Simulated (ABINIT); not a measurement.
# CuO (Tenorite) (Cc) in ABINIT: notebook

Runs on CuO (Tenorite). Level: PBEsol. Tasks: single point.

All numbers are computed with ABINIT 10.8.3 (patched build); they aren't measurements. Logs are shortened: lines on timing, memory, paths and dates and some standing lists are left out, and cuts for length are marked. The log counts tension as positive stress, the text compression.

### 1 The structure

Symmetry: Cc, No. 9, monoclinic system. The conventional cell has a = 4.689 Å, b = 3.427 Å, c = 5.132 Å, α = 90.00°, β = 99.65°, γ = 90.00°. Cu (site symmetry 1) has 4 O at 1.91 to 2.02 Å as nearest neighbours. O (site symmetry 1) is surrounded by 4 Cu at 1.91 to 2.02 Å.

### 2 Single point, PBEsol

The input, run.abi:

```
pp_dirpath "./"
pseudos "Cu.upf, O.upf"

acell 5.4877344662 5.4877344662 9.6982634442
rprim
     0.8073908068    -0.5900170210     0.0000000000
     0.8073908068     0.5900170210     0.0000000000
    -0.1676807457     0.0000000000     0.9858413501
ntypat 2
znucl 29 8
natom 4
typat 1 1 2 2
xcart
     1.4022671557    -1.5982060878     4.7804745636
     2.2153731791     1.5982060878     0.0000000000
     3.1031631723     0.5368366478     7.2060873571
     3.9162691956    -0.5368366478     2.4256127936
chkprim 0
chksymtnons 0
tolsym 1.0e-6

ecut 42.0

kptopt 1
ngkpt 8 8 4
nshiftk 1
shiftk 0.0 0.0 0.0

ixc -116133

nband 30
occopt 3
tsmear 0.00183747

nstep 100
tolvrs 1.0e-10

iomode 3
prtwf 0
prtden 0
prteig 0
prtebands 0
enunit 2
```

Potentials or basis: PseudoDojo NC SR PBEsol v0.4.1 standard.

Launch:

```bash
mpirun --bind-to none -np 4 abinit run.abi > log 2>&1
```

run.abo:

```text
.Version 10.8.3 of ABINIT
 Symmetries : space group Cc (#  9); Bravais mC (1-face-center monocl.)
================================================================================
 Values of the parameters that define the memory need of the present run
     intxc =       0    ionmov =       0      iscf =       7    lmnmax =       6
     lnmax =       6     mgfft =      60  mpssoang =       3    mqgrid =    3001
     natom =       4  nloc_mem =       1    nspden =       1   nspinor =       1
    nsppol =       1      nsym =       2    n1xccc =    2501    ntypat =       2
    occopt =       3   xclevel =       2
       mpw =        3591          nfft =       77760          nkpt =          78
================================================================================
================================================================================

--------------------------------------------------------------------------------
------------- Echo of variables that govern the present computation ------------
--------------------------------------------------------------------------------
 -outvars: echo values of preprocessed input variables --------
            acell      5.4877344662E+00  5.4877344662E+00  9.6982634442E+00 Bohr
              amu      6.35460000E+01  1.59994000E+01
          chkprim           0
      chksymtnons           0
             ecut      4.20000000E+01 Hartree
           enunit           2
                       outvar_i_n : Printing only first  50 k-points.
              ixc     -116133
                       outvar_i_n : Printing only first  50 k-points.
         kptrlatt        8    0    0      0    8    0      0    0    4
          kptrlen      3.87930538E+01
            natom           4
            nband          30
            ngfft          36      36      60
             nkpt          78
            nstep         100
             nsym           2
           ntypat           2
                       prtocc : prtvol=0, do not print more k-points.
           occopt           3
           prtden           0
        prtebands           0
           prteig           0
            prtwf           0
            rprim      8.0739080680E-01 -5.9001702100E-01  0.0000000000E+00
                       8.0739080680E-01  5.9001702100E-01  0.0000000000E+00
                      -1.6768074570E-01  0.0000000000E+00  9.8584135010E-01
          spgroup           9
           tolsym      1.00000000E-06
           tolvrs      1.00000000E-10
           tsmear      1.83747000E-03 Hartree
            typat      1  1  2  2
                       outvars : Printing only first  50 k-points.
           xangst      7.4204782202E-01 -8.4573423942E-01  2.5297181947E+00
                       1.1723249992E+00  8.4573423942E-01  0.0000000000E+00
                       1.6421232315E+00  2.8408171980E-01  3.8132972067E+00
                       2.0724004087E+00 -2.8408171980E-01  1.2835790120E+00
            xcart      1.4022671559E+00 -1.5982060878E+00  4.7804745637E+00
                       2.2153731791E+00  1.5982060878E+00  0.0000000000E+00
                       3.1031631725E+00  5.3683664780E-01  7.2060873573E+00
                       3.9162691957E+00 -5.3683664780E-01  2.4256127936E+00
             xred      4.9680000001E-01  3.1999999933E-03  5.0000000000E-01
                       3.1999999933E-03  4.9680000001E-01  0.0000000000E+00
                       4.0559999998E-01  5.7139999999E-01  7.5369999999E-01
                       5.7139999999E-01  4.0559999998E-01  2.5369999999E-01
            znucl       29.00000    8.00000

================================================================================

 chkinp: Checking input parameters for consistency.

================================================================================
== DATASET  1 ==================================================================

--- !DatasetInfo
iteration_state: {dtset: 1, }
dimensions: {natom: 4, nkpt: 78, mband: 30, nsppol: 1, nspinor: 1, nspden: 1, mpw: 3591, }
cutoff_energies: {ecut:  42.0, pawecutdg:  -1.0, }
electrons: {nelect:   5.00000000E+01, charge:   0.00000000E+00, occopt:   3.00000000E+00, tsmear:   1.83747000E-03, }
meta: {optdriver: 0, ionmov: 0, optcell: 0, iscf: 7, paral_kgb: 0, }
...

 Real(R)+Recip(G) space primitive vectors, cartesian coordinates (Bohr,Bohr^-1):
 R(1)=  4.4307464 -3.2378567  0.0000000  G(1)=  0.1128478 -0.1544231  0.0191942
 R(2)=  4.4307464  3.2378567  0.0000000  G(2)=  0.1128478  0.1544231  0.0191942
 R(3)= -1.6262120  0.0000000  9.5609491  G(3)=  0.0000000  0.0000000  0.1045921
 Unit cell volume ucvol=  2.7432508E+02 bohr^3
 Angles (23,13,12)=  9.77808191E+01  9.77808191E+01  7.23164321E+01 degrees

[... 68 lines left out ...]
- [  5.7140E-01,   4.0560E-01,   2.5370E-01,  O]
cartesian_forces: # hartree/bohr
- [ -1.15916575E-02,  -6.27326738E-03,   4.43352412E-03, ]
- [ -1.15916575E-02,   6.27326738E-03,   4.43352412E-03, ]
- [  1.15916575E-02,  -8.42676416E-03,  -4.43352412E-03, ]
- [  1.15916575E-02,   8.42676416E-03,  -4.43352412E-03, ]
force_length_stats: {min:   1.39059895E-02, max:   1.50011005E-02, mean:   1.44535450E-02, }
...

 Integrated electronic density in atomic spheres:
 ------------------------------------------------
 Atom  Sphere_radius  Integrated_density
    1        2.00000         17.29480706
    2        2.00000         17.29480706
    3        2.00000          6.17942770
    4        2.00000          6.17942770
================================================================================

 ----iterations are completed or convergence reached----

 Mean square residual over all n,k,spin=   37.575E-09; max=  29.243E-06
 reduced coordinates (array xred) for    4 atoms
       0.496800000010      0.003199999993      0.500000000000
       0.003199999993      0.496800000010      0.000000000000
       0.405599999982      0.571399999985      0.753699999991
       0.571399999985      0.405599999982      0.253699999991
 rms dE/dt=  5.8261E-02; max dE/dt=  7.1675E-02; dE/dt below (all hartree)
    1       0.031051516197      0.071675398368     -0.061197811083
    2       0.071675398368      0.031051516197     -0.061197811083
    3      -0.078640586744     -0.024071276444      0.061280572263
    4      -0.024071276444     -0.078640586744      0.061280572263

 cartesian coordinates (angstrom) at end:
    1      0.74204782201819    -0.84573423941644     2.52971819471002
    2      1.17232499923013     0.84573423941644     0.00000000000000
    3      1.64212323148152     0.28408171980060     3.81329720666065
    4      2.07240040869346    -0.28408171980060     1.28357901195063

 cartesian forces (hartree/bohr) at end:
    1     -0.01159165754175    -0.00627326738203     0.00443352411743
    2     -0.01159165754175     0.00627326738203     0.00443352411743
    3      0.01159165754175    -0.00842676416097    -0.00443352411743
    4      0.01159165754175     0.00842676416097    -0.00443352411743
 frms,max,avg= 8.3507441E-03 1.1591658E-02  -8.493E-07  0.000E+00 -4.473E-06 h/b

 cartesian forces (eV/Angstrom) at end:
    1     -0.59606699667859    -0.32258437883449     0.22798097647878
    2     -0.59606699667859     0.32258437883449     0.22798097647878
    3      0.59606699667859    -0.43332163558622    -0.22798097647878
    4      0.59606699667859     0.43332163558622    -0.22798097647878
 frms,max,avg= 4.2941253E-01 5.9606700E-01  -4.367E-05  0.000E+00 -2.300E-04 e/A
 length scales=  5.487734466200  5.487734466200  9.698263444200 bohr
              =  2.903984017030  2.903984017030  5.132099996523 angstroms
 Fermi (or HOMO) energy (hartree) =   0.25221   Average Vxc (hartree)=  -0.46265
 Eigenvalues (hartree) for nkpt=  78  k points:
 kpt#   1, nband= 30, wtk=  0.00391, kpt=  0.0000  0.0000  0.0000 (reduced coord)
  -3.87218   -3.87215   -2.31859   -2.31859   -2.31729   -2.31696   -2.30187   -2.30185
  -0.47854   -0.42868   -0.05156    0.04584    0.05971    0.12834    0.13021    0.13252
   0.14213    0.15129    0.15335    0.16208    0.16941    0.17412    0.17693    0.19477
   0.26010    0.28555    0.31133    0.46719    0.54676    0.73564
      occupation numbers for kpt#   1
   2.00000    2.00000    2.00000    2.00000    2.00000    2.00000    2.00000    2.00000
   2.00000    2.00000    2.00000    2.00000    2.00000    2.00000    2.00000    2.00000
   2.00000    2.00000    2.00000    2.00000    2.00000    2.00000    2.00000    2.00000
   0.02689    0.00000    0.00000    0.00000    0.00000    0.00000
 prteigrs : prtvol=0 or 1, do not print more k-points.

 Fermi (or HOMO) energy (eV) =   6.86302   Average Vxc (eV)= -12.58936
 Eigenvalues (   eV  ) for nkpt=  78  k points:
 kpt#   1, nband= 30, wtk=  0.00391, kpt=  0.0000  0.0000  0.0000 (reduced coord)
-105.36727 -105.36658  -63.09213  -63.09206  -63.05665  -63.04773  -62.63712  -62.63666
 -13.02167  -11.66486   -1.40311    1.24727    1.62477    3.49225    3.54323    3.60595
   3.86748    4.11694    4.17290    4.41033    4.61001    4.73810    4.81446    5.29988
   7.07779    7.77030    8.47185   12.71286   14.87796   20.01773
 prteigrs : prtvol=0 or 1, do not print more k-points.

--- !EnergyTerms
iteration_state     : {dtset: 1, }
comment             : Components of total free energy in Hartree
kinetic             :  1.95996248919529E+02
hartree             :  1.35302330843077E+02
xc                  : -5.43571696497793E+01
Ewald energy        : -2.48309193655772E+02
psp_core            :  1.01572899255766E+01
local_psp           : -3.78502604338760E+02
non_local_psp       : -7.20910603410523E+01
internal            : -4.11804158297181E+02
'-kT*entropy'       : -6.48853866780431E-04
total_energy        : -4.11804807151048E+02
total_energy_eV     : -1.12057796653389E+04
band_energy         : -4.11207775446200E+01
...

 Cartesian components of stress tensor (hartree/bohr^3)
  sigma(1 1)=  1.57246322E-04  sigma(3 2)=  0.00000000E+00
  sigma(2 2)=  5.55401800E-05  sigma(3 1)=  3.15161177E-05
  sigma(3 3)=  1.97625403E-04  sigma(2 1)=  0.00000000E+00

-Cartesian components of stress tensor (GPa)         [Pressure= -4.0249E+00 GPa]
- sigma(1 1)=  4.62634651E+00  sigma(3 2)=  0.00000000E+00
- sigma(2 2)=  1.63404851E+00  sigma(3 1)=  9.27236197E-01
- sigma(3 3)=  5.81434011E+00  sigma(2 1)=  0.00000000E+00

== END DATASET(S) ==============================================================
================================================================================

 -outvars: echo values of variables after computation  --------
            acell      5.4877344662E+00  5.4877344662E+00  9.6982634442E+00 Bohr
           etotal     -4.1180480715E+02
            fcart     -1.1591657542E-02 -6.2732673820E-03  4.4335241174E-03
                      -1.1591657542E-02  6.2732673820E-03  4.4335241174E-03
                       1.1591657542E-02 -8.4267641610E-03 -4.4335241174E-03
                       1.1591657542E-02  8.4267641610E-03 -4.4335241174E-03
            rprim      8.0739080680E-01 -5.9001702100E-01  0.0000000000E+00
                       8.0739080680E-01  5.9001702100E-01  0.0000000000E+00
                      -1.6768074570E-01  0.0000000000E+00  9.8584135010E-01
           strten      1.5724632182E-04  5.5540180033E-05  1.9762540333E-04
                       0.0000000000E+00  3.1516117743E-05  0.0000000000E+00
           xangst      7.4204782202E-01 -8.4573423942E-01  2.5297181947E+00
                       1.1723249992E+00  8.4573423942E-01  0.0000000000E+00
                       1.6421232315E+00  2.8408171980E-01  3.8132972067E+00
                       2.0724004087E+00 -2.8408171980E-01  1.2835790120E+00
             xred      4.9680000001E-01  3.1999999933E-03  5.0000000000E-01
                       3.1999999933E-03  4.9680000001E-01  0.0000000000E+00
                       4.0559999998E-01  5.7139999999E-01  7.5369999999E-01
                       5.7139999999E-01  4.0559999998E-01  2.5369999999E-01
 Calculation completed.
```

It took 43 s on 4 MPI ranks of AMD EPYC 9R45 (Zen 5), shared host; peak memory 0.44 GiB.

Results:

| Property | Result |
| --- | --- |
| Free energy | -11205.7797 eV |
| Pressure | -4.0 GPa |
| Largest force | 0.771 eV/Å |
| Band gap on the k mesh | none (metal or under the smearing width) |
| Valence electrons inside the program's atomic spheres | Cu 17.29; O 6.18 |

Forces in eV/Å, atoms in the order of the input:
```
Cu  -0.596 -0.323  0.228
Cu  -0.596  0.323  0.228
O    0.596 -0.433 -0.228
O    0.596  0.433 -0.228
```

Levels at points of the mesh, in eV from the Fermi level:
```csv
k point,band 21,band 22,band 23,band 24,band 25,band 26,band 27,band 28,band 29,band 30
"(0.00, 0.00, 0.00)",-2.25,-2.12,-2.05,-1.56,0.21,0.91,1.61,5.85,8.01,13.15
"(0.50, 0.00, 0.00)",-1.96,-1.51,-1.44,-1.31,-0.05,0.27,4.72,6.13,6.82,10.93
"(0.50, 0.50, 0.00)",-2.04,-2.03,-1.66,-1.12,-0.59,1.05,3.19,6.87,8.40,9.83
"(0.00, 0.00, 0.50)",-2.16,-2.16,-1.42,-1.42,0.23,0.23,3.81,3.81,11.50,11.50
"(0.50, 0.00, 0.50)",-2.11,-2.05,-1.65,-1.51,-0.08,0.73,4.97,6.38,7.90,8.38
"(0.50, 0.50, 0.50)",-1.58,-1.58,-1.21,-1.21,-0.43,-0.43,5.07,5.07,8.84,8.84
```

Caveat: the run has no spin polarisation, though such a crystal can be magnetic; semilocal functionals often make such compounds metallic where correlation or magnetic order opens a gap, which also shifts bond lengths. With open d or f shells a metallic result of PBEsol can be an artefact of self-interaction; +U or a hybrid may open a gap.

### 3 Single point, PBEsol

The input, run.abi:

```
# Pseudopotentials
pp_dirpath "./"
pseudos "Cu.upf, O.upf"

# Structure
acell 3*1.0 Angstrom
rprim
     2.3446500000    -1.7134000000     0.0000000000
     2.3446500000     1.7134000000     0.0000000000
    -0.8605543552     0.0000000000     5.0594363927
ntypat 2
znucl 29 8
natom 4
typat 1 1 2 2
xcart
     1.4022671557    -1.5982060878     4.7804745636
     2.2153731791     1.5982060878     0.0000000000
     3.1031631723     0.5368366478     7.2060873571
     3.9162691956    -0.5368366478     2.4256127936
chkprim 0
chksymtnons 0
tolsym 1.0e-6

# Plane-wave basis
ecut 42.0

# k points
kptopt 1
ngkpt 8 8 4
nshiftk 1
shiftk 0.0 0.0 0.0

# Exchange and correlation
ixc -116133

# Bands and occupations
nband 30
occopt 3
tsmear 0.00183747

# SCF cycle
nstep 100
tolvrs 1.0e-10

# Output
iomode 3
prtwf 0
prteig 0
prtebands 0
enunit 2
prtden 1
prtvha 1
prtvclmb 1
prtpot 1
prtelf 1
```

Potentials or basis: PseudoDojo NC SR PBEsol v0.4.1 standard.

Launch:

```bash
abinit run.abi > log 2>&1
```

Run time: 5.4 min. Hardware: 1 thread of Arm Neoverse V2, shared host; peak memory 0.2 GiB.

It converged, with:

* Free energy: -11205.7797 eV
* Pressure: -4.0 GPa
* Largest force: 0.771 eV/Å
* Band gap on the k mesh: none (metal or under the smearing width)
* Valence electrons inside the program's atomic spheres: Cu 17.29; O 6.18

Forces on the atoms (eV/Å):
```
Cu  -0.596 -0.323  0.228
Cu  -0.596  0.323  0.228
O    0.596 -0.433 -0.228
O    0.596  0.433 -0.228
```

Stress tensor (GPa, compression positive):
```
-4.63  0.00 -0.93
 0.00 -1.63  0.00
-0.93  0.00 -5.81
```

Levels at points of the mesh, in eV from the Fermi level:
```
           k point  band 23  band 24  band 25  band 26  band 27  band 28
(0.00, 0.00, 0.00)    -2.05    -1.56     0.21     0.91     1.61     5.85
(0.50, 0.00, 0.00)    -1.44    -1.31    -0.05     0.27     4.72     6.13
(0.50, 0.50, 0.00)    -1.66    -1.12    -0.59     1.05     3.19     6.87
(0.00, 0.00, 0.50)    -1.42    -1.42     0.23     0.23     3.81     3.81
(0.50, 0.00, 0.50)    -1.65    -1.51    -0.08     0.73     4.97     6.38
(0.50, 0.50, 0.50)    -1.21    -1.21    -0.43    -0.43     5.07     5.07
```

Caveat: the run has no spin polarisation, though such a crystal can be magnetic; semilocal functionals often make such compounds metallic where correlation or magnetic order opens a gap, which also shifts bond lengths. With open d or f shells a metallic result of PBEsol can be an artefact of self-interaction; +U or a hybrid may open a gap.
